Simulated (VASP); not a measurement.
# Er: single point with PBE

Er:

```
Er
1.0
    -2.03809    2.03809    2.03809
     2.03809   -2.03809    2.03809
     2.03809    2.03809   -2.03809
Er
1
Direct
  0.00000 0.00000 0.00000
```

The cell was built by a generator and needn't be a form met in nature.

```
Program             : VASP 6.6.1
Task                : single point
Functional          : PBE
Potentials or basis : VASP PAW PBE potentials, release 64 (Er)
Cutoff              : 520 eV
k mesh              : 16 × 16 × 16
Occupations         : gaussian, width 0.05 eV
Spin                : collinear spin, typed start
Starting moments    : [2.62] μB
```

- Pressure: 0.2 GPa
- Band gap on the k mesh: none (metal or under the smearing width)
- Net moment: 2.30 μB per cell
- Site moments: Er +2.33 μB
- Valence electrons inside the program's atomic spheres: Er 19.64

Levels at points of the mesh, in eV from the Fermi level:
Spin up:
| k point | band 8 | band 9 | band 10 | band 11 | band 12 | band 13 | band 14 | band 15 | band 16 | band 17 |
| --- | --- | --- | --- | --- | --- | --- | --- | --- | --- | --- |
| (0.00, 0.00, 0.00) | -2.10 | -2.10 | -1.88 | -1.88 | -1.88 | 2.33 | 2.33 | 2.33 | 4.41 | 4.41 |
| (0.50, 0.00, 0.00) | -2.12 | -1.99 | -1.83 | -1.79 | -1.78 | 0.69 | 0.75 | 4.21 | 5.15 | 7.03 |
| (0.50, 0.50, 0.50) | -2.18 | -1.74 | -1.74 | -1.74 | -1.09 | -1.09 | 5.54 | 5.54 | 5.54 | 6.38 |
Spin down:
```
           k point  band 7  band 8  band 9  band 10  band 11  band 12  band 13  band 14
(0.00, 0.00, 0.00)   -0.78   -0.78    0.06     0.06     0.06     0.50     2.56     2.56
(0.50, 0.00, 0.00)   -0.69   -0.64   -0.04     0.00     0.03     0.38     0.84     0.85
(0.50, 0.50, 0.50)   -0.60   -0.60   -0.60    -0.07    -0.07    -0.07     0.27     5.69
```

Run time: 9.3 min on 1 thread of Intel(R) Xeon(R) Platinum 8488C (Sapphire Rapids), with other jobs on the host, peak memory 0.34 GiB.

Caveat: the magnetic or orbital state may not be the lowest; spin-orbit coupling is left out, which moves the levels of the heavy elements. The state reached can hang on the start; a lower one may exist.
